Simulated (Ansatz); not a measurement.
Equation of state of Tl

```cif
data_structure
_symmetry_space_group_name_H-M 'Fm-3m'
_symmetry_Int_Tables_number 225
_cell_length_a 4.9951
_cell_length_b 4.9951
_cell_length_c 4.9951
_cell_angle_alpha 90.000
_cell_angle_beta 90.000
_cell_angle_gamma 90.000
_cell_volume 124.64
loop_
_atom_site_label
_atom_site_type_symbol
_atom_site_symmetry_multiplicity
_atom_site_Wyckoff_symbol
_atom_site_fract_x
_atom_site_fract_y
_atom_site_fract_z
_atom_site_occupancy
Tl1 Tl 4 a 0.00000 0.00000 0.00000 1
```

The runs use the primitive cell with vectors (0.000, 2.498, 2.498), (2.498, 0.000, 2.498), (2.498, 2.498, 0.000) Å, to which the k mesh refers.

The structure comes from a relaxation in the same program, started in the fcc type, and has space group Fm-3m. Whether it is a known phase or the ground state wasn't checked.

Spin–orbit coupling is left out, though it moves levels of the heavy atoms by tenths of an eV or more.

Levels of theory: DFT, PBE, all-electron LAPW, scalar-relativistic (Ansatz 0.2.0); DFT, PBE, PAW with Ansatz's default frozen-core files, scalar-relativistic (Ansatz 0.2.0).

For LAPW: a Γ-centred 14×14×14 k mesh, Fermi–Dirac smearing of 0.08 eV, basis error target 0.25 meV/atom, no spin polarisation. PAW takes a cutoff of 420 eV at this cell. The Ansatz runs share mesh, smearing and spin set-up. Plane-wave (PAW) pressures include the program's estimate of the Pulay term.

The cell above is scaled evenly, with fractional coordinates and shape held.

| V/V(cell) | V (Å³/atom) | P, LAPW (GPa) | P, PAW (GPa) | free energy over the lowest listed, PAW (meV/atom) |
| --- | --- | --- | --- | --- |
| 0.9405 | 29.305 | ? | ? | ? |
| 0.9700 | 30.224 | 0.92 | 0.91 | 2.6 |
| 1.0000 | 31.159 | 0.03 | 0.02 | 0.0 |
| 1.0300 | 32.094 | -0.71 | -0.71 | 2.1 |
| 1.0600 | 33.029 | -1.32 | -1.32 | 8.1 |

(1) Fill in the row V/V(cell) = 0.9405.

(2) What do Birch–Murnaghan fits to the pressures give?

## Answers

(1) P, LAPW (GPa) = 1.98, P, PAW (GPa) = 1.98, free energy over the lowest listed, PAW (meV/atom) = 10.8.

(2) LAPW: V0 = 31.19 Å³/atom, B0 = 27 GPa, B0′ = 5.4; PAW: V0 = 31.18 Å³/atom, B0 = 27 GPa, B0′ = 5.4.
